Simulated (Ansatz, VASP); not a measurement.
**Cd in VASP and in Ansatz**

```
Cd
1.0
    -1.78432    1.78432    1.78432
     1.78432   -1.78432    1.78432
     1.78432    1.78432   -1.78432
Cd
1
Direct
  0.00000 0.00000 0.00000
```

This isn't the form of Cd at room conditions, which is hcp.

Alike in both runs: task single point; functional PBE; k mesh 10 × 10 × 10; occupations gaussian, width 0.02 eV; no spin polarisation.

|  | VASP | Ansatz |
| --- | --- | --- |
| version | VASP 6.6.1 | Ansatz 0.2.0 |
| potentials or method | VASP PAW PBE potentials, release 64 (Cd), cutoff 520 eV | all-electron LAPW, scalar-relativistic |

VASP gave:

| Quantity | Value |
| --- | --- |
| gap on the k mesh at the Fermi level (eV) | none |
| pressure (GPa) | 1.4 |

Problem. Estimate Ansatz's values.

Solution. gap on the k mesh at the Fermi level (eV): none; pressure (GPa): 1.2.

A gap of «none» marks a metal or a gap that the smearing closes. Ansatz ran all-electron here, so the differences hold the error of VASP's frozen core and of both bases.
